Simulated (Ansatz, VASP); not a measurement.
## Si in VASP and in Ansatz

File INCAR:

```
SYSTEM = Si
ALGO = Normal ; EDIFF = 1E-7
ENCUT = 520 ; GGA = PE
ISIF = 2 ; ISMEAR = 0
LASPH = .True. ; LCHARG = .True.
LELF = .True. ; LREAL = .False.
LVHAR = .True. ; LWAVE = .False.
NBANDS = 11 ; NELM = 60
PREC = Accurate ; SIGMA = 0.05
```

Contents of KPOINTS:

```
k-points
0
Gamma
  10 10 10
  0 0 0
```

File POSCAR:

```
Si
1.0
    0.0000000000      2.7017538413      2.8019889088
    2.7017538413      0.0000000000      2.8019889088
    2.7017538413      2.7017538413      0.0000000000
Si
2
Direct
    0.5000000000      0.5000000000      0.5000000000
    0.7500000000      0.7500000000      0.7500000000
```

Input for Ansatz:

```yaml
crystal:
  lattice:
    - [0.0, 2.7017538413, 2.8019889088]
    - [2.7017538413, 0.0, 2.8019889088]
    - [2.7017538413, 2.7017538413, 0.0]
  atoms:
    - { symbol: Si, position: [0.5, 0.5, 0.5] }
    - { symbol: Si, position: [0.75, 0.75, 0.75] }
basis:
  ecutwfc: 420
kpoints:
  mp_grid: { grid: [10, 10, 10] }
hamiltonian:
  xc: pbe
  pseudopotentials: { kind: paw, azcp: { folder: soft_1 } }
scf:
  occupations: { method: gaussian, width: 0.05 }
output:
  forces: true
  stress: true
  eigenvalues: true
```

Alike in both runs: task single point; functional PBE; k mesh 10 × 10 × 10; occupations gaussian, width 0.05 eV; no spin polarisation.

|  | VASP | Ansatz |
| --- | --- | --- |
| version | VASP 6.6.1 | Ansatz 0.2.0 |
| potentials or method | VASP PAW PBE potentials, release 64 (Si) | scalar-relativistic, plane waves, PAW |
| plane-wave cutoff (eV) | 520 | 420 |
| valence electrons in the cell | 8 | 8 |

Ansatz gave:

* gap on the k mesh at the Fermi level (eV): 0.42
* least direct gap on the mesh (eV): 2.42
* pressure (GPa): 0.0
* largest component of the traceless stress (GPa): 2.48

Estimate VASP's values.

gap on the k mesh at the Fermi level (eV): 0.42; least direct gap on the mesh (eV): 2.42; pressure (GPa): -0.1; largest component of the traceless stress (GPa): 2.48.
